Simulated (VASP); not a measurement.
# Os (Im-3m) in VASP: single point with HSE06

Aim: the single point of Os with HSE06.

Program: VASP 6.6.1. These are calculated values, not measurements. Logs are shortened: lines on timing, memory, paths and dates and some standing lists are left out, and cuts for length are marked.

## 1. The structure

It takes space group Im-3m (No. 229, cubic). Conventional cell: a = 3.064 Å, b = 3.064 Å, c = 3.064 Å, α = 90.00°, β = 90.00°, γ = 90.00°. Os (site symmetry m-3m) has 8 Os at 2.65 Å as nearest neighbours.

This isn't the form of Os at room conditions, which is hcp.

## 2. Single point, HSE06

POSCAR

```
Os
1.0
   -1.5319200000      1.5319200000      1.5319200000
    1.5319200000     -1.5319200000      1.5319200000
    1.5319200000      1.5319200000     -1.5319200000
Os
1
Direct
    0.0000000000      0.0000000000      0.0000000000
```

INCAR.step1

```
SYSTEM = Os
  PREC = Accurate
  ENCUT = 520
  EDIFF = 1E-5
  ISMEAR = 0
  SIGMA = 0.1
  LREAL = .False.
  LASPH = .True.
  NELM = 80
  ALGO = Normal
  ISIF = 2
  LWAVE = .True.
  LCHARG = .False.
  GGA = PE
```

INCAR.step2

```
SYSTEM = Os
  PREC = Accurate
  ENCUT = 520
  EDIFF = 1E-6
  ISMEAR = 0
  SIGMA = 0.1
  LREAL = .False.
  LASPH = .True.
  NELM = 80
  ALGO = Normal
  ISIF = 2
  LWAVE = .False.
  LCHARG = .False.
  GGA = PE
  LHFCALC = .True.
  HFSCREEN = 0.2
  PRECFOCK = Fast
  ISTART = 1
```

KPOINTS

```
regular mesh
0
Gamma
  10 10 10
  0 0 0
```

Potentials or basis: VASP PAW PBE potentials, release 64 (Os).

Command:

```console
$ cat potpaw_PBE.64/Os/POTCAR > POTCAR
$ cp INCAR.step1 INCAR
$ mpirun -np 1 vasp_std > vasp.out
$ cp INCAR.step2 INCAR
$ mpirun -np 1 vasp_std > vasp.out
```

OUTCAR:

```text
SYSTEM = Os
   PREC = Accurate
   ENCUT = 520
   EDIFF = 1E-6
   ISMEAR = 0
   LREAL = .False.
   LASPH = .True.
   NELM = 80
   ISIF = 2
   GGA = PE
   LHFCALC = .True.
   HFSCREEN = 0.2
   PRECFOCK = Fast
   ISTART = 1

 ion  position               nearest neighbor table
   1  0.000  0.000  0.000-

  LATTYP: Found a body centered cubic cell.
 ALAT       =     3.0638400000

  Lattice vectors:

 A1 = (  -1.5319200000,   1.5319200000,   1.5319200000)
 A2 = (   1.5319200000,  -1.5319200000,   1.5319200000)
 A3 = (   1.5319200000,   1.5319200000,  -1.5319200000)

Analysis of symmetry for initial positions (statically):
=====================================================================
 Subroutine PRICEL returns:
 Original cell was already a primitive cell.

 Routine SETGRP: Setting up the symmetry group for a
 body centered cubic supercell.

 Subroutine GETGRP returns: Found 48 space group operations
 (whereof 48 operations were pure point group operations)
 out of a pool of 48 trial point group operations.

The static configuration has the point symmetry O_h .

Analysis of symmetry for dynamics (positions and initial velocities):
=====================================================================
 Subroutine PRICEL returns:
 Original cell was already a primitive cell.

 Routine SETGRP: Setting up the symmetry group for a
 body centered cubic supercell.

 Subroutine GETGRP returns: Found 48 space group operations
 (whereof 48 operations were pure point group operations)
 out of a pool of 48 trial point group operations.

The dynamic configuration has the point symmetry O_h .

 Subroutine INISYM returns: Found 48 space group operations
 (whereof 48 operations are pure point group operations),
 and found     1 'primitive' translations

----------------------------------------------------------------------------------------

                                     Primitive cell

  volume of cell :      14.3803

  direct lattice vectors                    reciprocal lattice vectors
    -1.531920000  1.531920000  1.531920000     0.000000000  0.326387801  0.326387801
     1.531920000 -1.531920000  1.531920000     0.326387801  0.000000000  0.326387801
     1.531920000  1.531920000 -1.531920000     0.326387801  0.326387801  0.000000000

  length of vectors
     2.653363273  2.653363273  2.653363273     0.461582055  0.461582055  0.461582055

  position of ions in fractional coordinates (direct lattice)
     0.000000000  0.000000000  0.000000000

  ion indices of the primitive-cell ions
   primitive index   ion index
                 1           1

----------------------------------------------------------------------------------------

 KPOINTS: regular mesh

Automatic generation of k-mesh.
 Grid dimensions read from file:
 generate k-points for:   10   10   10

 Generating k-lattice:

  Cartesian coordinates                     Fractional coordinates (reciprocal lattice)
     0.000000000  0.032638780  0.032638780     0.100000000  0.000000000  0.000000000
     0.032638780  0.000000000  0.032638780     0.000000000  0.100000000  0.000000000
     0.032638780  0.032638780  0.000000000     0.000000000  0.000000000  0.100000000

  Length of vectors
     0.046158205  0.046158205  0.046158205

  Shift w.r.t. Gamma in fractional coordinates (k-lattice)
     0.000000000  0.000000000  0.000000000

 Subroutine IBZKPT returns following result:
 ===========================================

 Found     47 irreducible k-points:

 Following reciprocal coordinates:
            Coordinates               Weight
  0.000000  0.000000  0.000000      1.000000
  0.100000  0.000000  0.000000     12.000000
  0.200000  0.000000  0.000000     12.000000
  0.300000  0.000000  0.000000     12.000000
  0.400000  0.000000  0.000000     12.000000
  0.500000  0.000000  0.000000      6.000000
[... 16 lines left out ...]
  0.300000  0.300000  0.100000      8.000000
 -0.300000  0.300000  0.100000     24.000000
 [... further k-points ...]
   k-points           NKPTS =     47   k-points in BZ     NKDIM =   1000   number of bands    NBANDS=      8
   number of dos      NEDOS =    301   number of ions     NIONS =      1
   total plane-waves  NPLWV =   8000
   dimension x,y,z NGX =    20 NGY =   20 NGZ =   20
   dimension x,y,z NGXF=    40 NGYF=   40 NGZF=   40
   ions per type =               1
   NGX,Y,Z   is equivalent  to a cutoff of  12.53, 12.53, 12.53 a.u.
   NGXF,Y,Z  is equivalent  to a cutoff of  25.06, 25.06, 25.06 a.u.
 SYSTEM =  Os
   PREC   = accura    normal or accurate (medium, high low for compatibility)
   ISTART =      1    job   : 0-new  1-cont  2-samecut
   ICHARG =      0    charge: 1-file 2-atom 10-const
   ISPIN  =      1    spin polarized calculation?
   LNONCOLLINEAR =      F non collinear calculations
   LSORBIT =      F    spin-orbit coupling
   LASPH  =      T    aspherical Exc in radial PAW
   ENCUT  =  520.0 eV  38.22 Ry    6.18 a.u.   4.93  4.93  4.93*2*pi/ulx,y,z
   NELM   =     80;   NELMIN=  2; NELMDL=  0     # of ELM steps
   EDIFF  = 0.1E-05   stopping-criterion for ELM
   LREAL  =      F    real-space projection
   EDIFFG = 0.1E-04   stopping-criterion for IOM
   NSW    =      0    number of steps for IOM
   IBRION =     -1    ionic relax: 0-MD 1-quasi-New 2-CG
   NFREE  =      0    steps in history (QN), initial steepest desc. (CG)
   ISIF   =      2    stress and relaxation
   ISYM   =      3    0-nonsym 1-usesym 2-fastsym
   POTIM  = 0.5000    time-step for ionic-motion
   TEBEG  =    0.0;   TEEND  =   0.0 temperature during run
   PSTRESS=    0.0 pullay stress
   NELECT =       8.0000    total number of electrons
   NUPDOWN=      -1.0000    fix difference up-down
   EMIN   =  10.00;   EMAX   =-10.00  energy-range for DOS
   EFERMI =   0.00;   METHOD = LEGACY
   ISMEAR =     0;   SIGMA  =   0.10  broadening in eV -4-tet -1-fermi 0-gaus
   EFERMI_NEDOS =   21; number of points for ismear=-14 and -15
   IALGO  =     38    algorithm
   IMIX   =      1    mixing-type and parameters
     AMIX     =   0.40;   BMIX     =  1.00
     AMIX_MAG =   1.60;   BMIX_MAG =  1.00
  volume/ion in A,a.u.               =      14.38        97.04
  Fermi-wavevector in a.u.,A,eV,Ry     =   1.346425  2.544374 24.665451  1.812860
  Thomas-Fermi vector in A             =   2.474258
   LORBIT       =      0    0 simple, 1 ext, 2 COOP (PROOUT), +10 PAW based schemes
   GGA     = PE    functional components
   LHFCALC =     T    Hartree Fock is set to
   PRECFOCK=fast      Normal, Fast or Accurate (Low or Medium for compatibility)
   ENCUT4O =  -1.0   cutoff for four orbital integrals eV
   NKREDX  =     1    reduce k-point grid by
   NKREDY  =     1    reduce k-point grid by
   NKREDZ  =     1    reduce k-point grid by
   AEXX    =    0.2500 exact exchange contribution
   HFSCREEN=    0.2000 screening length (either q_TF or 0.3 A-1)
   HFSCREENC=   0.2000 screening length for correlation (either q_TF or 0.3 A-1)
   ENCUTFOCK=  -1.0 apply spherical cutoff to Coloumb kernel
   IVDW    =     0    specifies the selected vdW correction
   LEPSILON=     F    determine dielectric tensor
   LRPA    =     F    only Hartree local field effects (RPA)
 non-spin polarized calculation
 Gauss-broadening in eV      SIGMA  =   0.10
  energy-cutoff  :      520.00
  volume of cell :       14.38
 maximum number of plane-waves:       402
  NGX = 14; NGY = 14; NGZ = 14

 number of electron       8.0000001 magnetization

 Free energy of the ion-electron system (eV)
  ---------------------------------------------------
  ext. energy  EPLUGINS =         0.00000000
  ---------------------------------------------------
  free energy    TOTEN  =       -12.02331704 eV

  energy without entropy =      -12.01905023  energy(sigma->0) =      -12.02118364

 E-fermi :   9.0764     XC(G=0): -11.2722

 val. band max:        9.0681211033   @ k =  -0.3000   0.3000   0.1000
 cond. band min:       9.1094089509   @ k =   0.3000   0.1000   0.1000
 fundamental gap:      0.0412878477
 Fermi energy:         9.0763918759

 k-point     1 :       0.0000    0.0000    0.0000
  band No.  band energies     occupation
      1      -3.1378      2.00000
      2       4.9393      2.00000
      3       4.9393      2.00000
      4       4.9393      2.00000
      5       9.0582      1.20335
      6       9.0582      1.20326
      7      26.4316      0.00000
      8      26.4316      0.00000

 k-point     2 :       0.1000    0.0000    0.0000
  band No.  band energies     occupation
      1      -2.6121      2.00000
      2       4.6806      2.00000
      3       4.9142      2.00000
      4       5.4607      2.00000
      5       8.6863      2.00000
      6       9.1127      0.60734
      7      26.7489      0.00000
      8      27.2487      0.00000

 k-point     3 :       0.2000    0.0000    0.0000
  band No.  band energies     occupation
      1      -1.2518      2.00000
      2       4.0553      2.00000
      3       4.7842      2.00000
      4       6.9672      2.00000
      5       8.2486      2.00000
      6       9.2900      0.00252
      7      26.7226      0.00000
      8      27.7805      0.00000

 k-point     4 :       0.3000    0.0000    0.0000
  band No.  band energies     occupation
      1       0.0466      2.00000
      2       3.3657      2.00000
      3       5.1916      2.00000
      4       8.4105      2.00000
      5       9.2158      0.04860
      6       9.5925      0.00000
      7      24.7700      0.00000
      8      24.9989      0.00000

 k-point     5 :       0.4000    0.0000    0.0000
  band No.  band energies     occupation
      1       0.3159      2.00000
      2       2.8601      2.00000
      3       7.0533      2.00000
      4       8.8098      1.99984
      5       9.9250      0.00000
      6      11.5725      0.00000
      7      21.0325      0.00000
      8      23.1997      0.00000
[... 177 lines left out ...]
 k-point    22 :      -0.2000    0.2000    0.1000
  band No.  band energies     occupation
      1      -0.7679      2.00000
      2       4.5145      2.00000
      3       4.8908      2.00000
      4       6.8192      2.00000
      5       7.0317      2.00000
      6       9.9949      0.00000
      7      27.2201      0.00000
      8      28.0325      0.00000

 k-point    23 :       0.3000    0.3000    0.1000
  band No.  band energies     occupation
      1       2.2507      2.00000
      2       4.1098      2.00000
      3       4.1098      2.00000
      4       9.9404      0.00000
      5       9.9404      0.00000
      6      16.5365      0.00000
      7      19.8059      0.00000
      8      19.8059      0.00000

 k-point    24 :      -0.3000    0.3000    0.1000
  band No.  band energies     occupation
      1       0.5309      2.00000
      2       3.8673      2.00000
      3       4.8022      2.00000
      4       7.4620      2.00000
      5       9.0681      1.09311
      6      10.2899      0.00000
      7      24.1661      0.00000
      8      26.6103      0.00000

 [... further k-points ...]

------------------------ aborting loop because EDIFF is reached ----------------------------------------

  FORCE on cell =-STRESS in cart. coord.  units (eV):
  Direction    XX          YY          ZZ          XY          YZ          ZX
  --------------------------------------------------------------------------------------
  -------------------------------------------------------------------------------------
  Total       -0.1684813     -0.1684813     -0.1684813     -0.0000000      0.0000000      0.0000000
  in kB      -18.7712877    -18.7712877    -18.7712877     -0.0000000      0.0000000      0.0000000
  external PRESSURE =     -18.7712877 kB  Pullay stress =       0.0000000 kB

 VOLUME and BASIS-vectors are now :
 -----------------------------------------------------------------------------
  energy-cutoff  :      520.00
  volume of cell :       14.38
      direct lattice vectors                 reciprocal lattice vectors
    -1.531920000  1.531920000  1.531920000     0.000000000  0.326387801  0.326387801
     1.531920000 -1.531920000  1.531920000     0.326387801  0.000000000  0.326387801
     1.531920000  1.531920000 -1.531920000     0.326387801  0.326387801  0.000000000

 POSITION                                       TOTAL-FORCE (eV/Angst)
 -----------------------------------------------------------------------------------
      0.00000      0.00000      0.00000        -0.000000     -0.000000      0.000000
 -----------------------------------------------------------------------------------
    total drift:                                0.000004      0.000008     -0.000070

  FREE ENERGIE OF THE ION-ELECTRON SYSTEM (eV)
  ---------------------------------------------------
  free  energy   TOTEN  =       -12.0233170427 eV

  energy  without entropy=      -12.0190502314  energy(sigma->0) =      -12.02118364
```

Wall time 19 min (1 thread of Intel Xeon 6975P-C (Granite Rapids), shared host); peak memory 0.25 GiB.

What came out:

| Item | Value |
| --- | --- |
| Free energy | -12.0233 eV |
| Pressure | -1.9 GPa |
| Band gap on the k mesh | none (metal or under the smearing width) |

Levels at points of the mesh, in eV from the Fermi level:
```tsv
k point	band 1	band 2	band 3	band 4	band 5	band 6	band 7	band 8
(0.00, 0.00, 0.00)	-12.21	-4.14	-4.14	-4.14	-0.02	-0.02	17.36	17.36
(0.50, 0.00, 0.00)	-8.83	-6.40	-0.45	-0.32	1.00	3.64	10.11	13.42
(0.50, 0.50, 0.50)	-8.35	-8.35	2.70	2.70	2.70	8.64	8.64	8.64
```

Caveat: the PAW data sets were made with another functional, which shifts forces and pressure a little. The run has no spin-orbit coupling, so splittings on Os are missing.
